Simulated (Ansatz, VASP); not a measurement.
## Two plane-wave programs on Ir

```
Ir
1.0
     0.00000    1.96538    1.96538
     1.96538    0.00000    1.96538
     1.96538    1.96538    0.00000
Ir
1
Direct
  0.00000 0.00000 0.00000
```

Alike in both runs: task single point; functional PBE; dispersion D3(BJ); k mesh 13 × 13 × 13; occupations fermi-dirac, width 0.1 eV; no spin polarisation.

|  | VASP | Ansatz |
| --- | --- | --- |
| version | VASP 6.6.1 | Ansatz 0.2.0 |
| potentials or method | VASP PAW PBE potentials, release 64 (Ir) | plane waves, PAW |
| plane-wave cutoff (eV) | 520 | 500 |
| valence electrons in the cell | 9 | 17 |

|  | VASP | Ansatz | Ansatz less VASP |
| --- | --- | --- | --- |
| pressure (GPa) | -21.0 | -21.4 | -0.38 |
| dispersion energy (meV/atom) | -682.9 | -683.1 | -0.19 |

The two sets of potentials don't hold the same shells in valence.

Caveats: so large a pressure means that the cell lies far from this level's equilibrium, or that cutoff or potentials fall short (VASP); pairwise dispersion overbinds metals, which lowers pressure and volume. Spin-orbit coupling is left out, which matters for the levels of Ir.
